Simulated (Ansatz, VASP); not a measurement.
# Bi in VASP and in Ansatz

```xyz
2
Lattice="4.2790 0.0000 0.0000 -2.1395 3.7057 0.0000 0.0000 0.0000 18.7472" Properties=species:S:1:pos:R:3 pbc="T T T"
Bi    0.0000    2.4705    5.7472
Bi    2.1395    1.2352    4.0000
```

Alike in both runs: task single point; functional PBE; dispersion D3(BJ); k mesh 6 × 6 × 1; occupations gaussian, width 0.05 eV; no spin polarisation.

|  | VASP | Ansatz |
| --- | --- | --- |
| version | VASP 6.6.1 | Ansatz 0.2.0 |
| potentials or method | VASP PAW PBE potentials, release 64 (Bi_d) | scalar-relativistic, plane waves, PAW |
| plane-wave cutoff (eV) | 520 | 420 |
| valence electrons in the cell | 30 | 30 |

|  | VASP | Ansatz | Ansatz less VASP |
| --- | --- | --- | --- |
| gap on the k mesh at the Fermi level (eV) | 0.57 | 0.58 | +0.014 |
| least direct gap on the mesh (eV) | 0.57 | 0.58 | +0.014 |
| rms of the force components (eV/Å) | 0.003 | 0.012 | +0.0095 |

Atom by atom the forces differ by 0.009 eV/Å (rms over components). The functional is the same, so the differences come from potentials, cutoffs and numerics.

Caveats: spin-orbit coupling is left out, which as a rule narrows the gap of such compounds by several tenths of an eV.
